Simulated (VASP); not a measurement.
## VASP 6.6.1 run: CuI

INCAR

```
ISIF = 2
PREC = Accurate
ISMEAR = -1
IBRION = -1
SIGMA = 0.02
NBANDS = 16
ALGO = Normal
EDIFF = 1E-7
NSW = 0
LWAVE = .FALSE.
LASPH = .TRUE.
LCHARG = .FALSE.
LREAL = .FALSE.
NELM = 78
GGA = CA
ENCUT = 520
```

KPOINTS

```
KPOINTS created by Atomic Simulation Environment
0
Gamma
8 8 8
0 0 0
```

POSCAR

```
Cu I
 1.0000000000000000
    -0.0000000000000000    2.8561104274992553    2.8561104274992553
     2.8561104274992553   -0.0000000000000000    2.8561104274992553
     2.8561104274992553    2.8561104274992553   -0.0000000000000000
 Cu  I
   1   1
Cartesian
 -0.0000000000000000 -0.0000000000000000 -0.0000000000000000
  2.8561104274992553  2.8561104274992553  2.8561104274992553
```

The recommended LDA PAW datasets give the neutral cell 18 valence electrons.

Command

```
mpirun -np 1 vasp_std
```

OSZICAR

```
N       E                     dE             d eps       ncg     rms          rms(c)
DAV:   1     0.980173366776E+02    0.98017E+02   -0.80986E+03   928   0.128E+03
DAV:   2    -0.126524187478E+00   -0.98144E+02   -0.89729E+02   968   0.236E+02
DAV:   3    -0.658407410245E+01   -0.64575E+01   -0.63352E+01  1288   0.648E+01
DAV:   4    -0.676619337322E+01   -0.18212E+00   -0.18206E+00  1200   0.963E+00
DAV:   5    -0.677085714352E+01   -0.46638E-02   -0.46637E-02  1352   0.155E+00    0.753E+00
DAV:   6    -0.677308992248E+01   -0.22328E-02   -0.37088E+00   976   0.506E+01    0.439E+00
DAV:   7    -0.651364524883E+01    0.25944E+00   -0.10111E+00   992   0.339E+01    0.207E+00
DAV:   8    -0.651805235031E+01   -0.44071E-02   -0.75324E-02  1248   0.575E+00    0.933E-01
DAV:   9    -0.651223112380E+01    0.58212E-02   -0.19182E-02  1176   0.381E+00    0.247E-01
DAV:  10    -0.651253667331E+01   -0.30555E-03   -0.76292E-04  1536   0.559E-01    0.230E-01
DAV:  11    -0.651219326517E+01    0.34341E-03   -0.10442E-03  1136   0.944E-01    0.588E-02
DAV:  12    -0.651218851082E+01    0.47543E-05   -0.82151E-05  1480   0.122E-01    0.248E-02
DAV:  13    -0.651218788035E+01    0.63047E-06   -0.35552E-06  1480   0.310E-02    0.149E-02
DAV:  14    -0.651218777895E+01    0.10140E-06   -0.75780E-08   896   0.265E-03    0.121E-02
DAV:  15    -0.651218765210E+01    0.12685E-06   -0.29496E-07  1232   0.125E-02    0.105E-03
DAV:  16    -0.651218765311E+01   -0.10116E-08   -0.52307E-08   584   0.229E-03
   1 F= -.65121877E+01 E0= -.65118792E+01  d E =-.616928E-03
```

From OUTCAR

```
k-points           NKPTS =     29   k-points in BZ     NKDIM =     29   number of bands    NBANDS=     16

   NELECT =      18.0000    total number of electrons

   dimension x,y,z NGX =    30 NGY =   30 NGZ =   30
   dimension x,y,z NGXF=    60 NGYF=   60 NGZF=   60

  energy-cutoff  :      520.00
  volume of cell :       46.60
      direct lattice vectors                 reciprocal lattice vectors
     0.000000000  2.856110427  2.856110427    -0.175063259  0.175063259  0.175063259
     2.856110427  0.000000000  2.856110427     0.175063259 -0.175063259  0.175063259
     2.856110427  2.856110427  0.000000000     0.175063259  0.175063259 -0.175063259

 k-points in reciprocal lattice and weights: KPOINTS created by Atomic Simulation Env
   0.00000000  0.00000000  0.00000000       0.002
   0.12500000  0.00000000  0.00000000       0.016
   0.25000000  0.00000000  0.00000000       0.016
   0.37500000  0.00000000  0.00000000       0.016
   0.50000000  0.00000000  0.00000000       0.008
   0.12500000  0.12500000  0.00000000       0.012
   0.25000000  0.12500000  0.00000000       0.047
   0.37500000  0.12500000  0.00000000       0.047
   ...

 E-fermi :   6.0785

 k-point     1 :       0.0000    0.0000    0.0000
  band No.  band energies     occupation
      1      -8.2306      2.00000
      2       4.0201      2.00000
      3       4.0201      2.00000
      4       4.0372      2.00000
      5       4.0372      2.00000
      6       4.0372      2.00000
      7       4.3221      2.00000
      8       4.3221      2.00000
      9       4.3221      2.00000
     10       6.8524      0.00000
     11      13.4626      0.00000
     12      13.4626      0.00000
     13      13.4626      0.00000
     14      14.6803      0.00000
     15      14.6803      0.00000
     16      14.6803      0.00000

 k-point     2 :       0.1250    0.0000    0.0000
  band No.  band energies     occupation
      1      -8.1132      2.00000
      2       3.0416      2.00000
      3       3.5136      2.00000
      4       3.5136      2.00000
      5       4.0662      2.00000
      6       4.0662      2.00000
      7       4.2164      2.00000
      8       4.8548      2.00000
      9       4.8548      2.00000
     10       7.8779      0.00000
     11      12.4671      0.00000
     12      13.1071      0.00000
     13      13.1071      0.00000
     14      14.1670      0.00000
     15      14.1670      0.00000
     16      14.4350      0.00000

 k-point     3 :       0.2500    0.0000    0.0000
  band No.  band energies     occupation
      1      -7.8012      2.00000
      2       1.3942      2.00000
      3       2.9944      2.00000
      4       2.9944      2.00000
      5       4.1436      2.00000
      6       4.1436      2.00000
      7       4.2546      2.00000
      8       5.4460      2.00000
      9       5.4460      2.00000
     10       8.9418      0.00000
     11      11.7348      0.00000
     12      11.8087      0.00000
     13      11.8087      0.00000
     14      14.3491      0.00000
     15      14.9887      0.00000
     16      14.9887      0.00000

 ...

  Total       -1.4686133     -1.4686133     -1.4686133      0.0000000     -0.0000000      0.0000000
  in kB      -50.4967079    -50.4967079    -50.4967079      0.0000000     -0.0000000      0.0000000
  external PRESSURE =     -50.4967079 kB  Pullay stress =       0.0000000 kB

 POSITION                                       TOTAL-FORCE (eV/Angst)
 -----------------------------------------------------------------------------------
      0.00000      0.00000      0.00000         0.000000     -0.000000     -0.000000
      2.85611      2.85611      2.85611        -0.000000      0.000000      0.000000
 -----------------------------------------------------------------------------------
    total drift:                               -0.000000      0.000000      0.000000

  FREE ENERGIE OF THE ION-ELECTRON SYSTEM (eV)
  ---------------------------------------------------
  free  energy   TOTEN  =        -6.5121876531 eV

  energy  without entropy=       -6.5115707252  energy(sigma->0) =       -6.51187919
```

It converged. Results: gap between bands v and c on the k mesh -0.54 eV (bands overlap: a metal); least direct gap on the k mesh 1.08 eV; pressure -5.0 GPa. Band v is the last that the valence electrons fill when counted band by band, and c is the next.

For comparison, a separate LDA run of the intended cell, on usual settings and not on those above, gives a gap of -0.54 eV on its mesh and a pressure of -5.0 GPa.

The run above took about 11 s on one core of a shared host (Intel Xeon 6975P-C) and held 0.16 GiB at most.
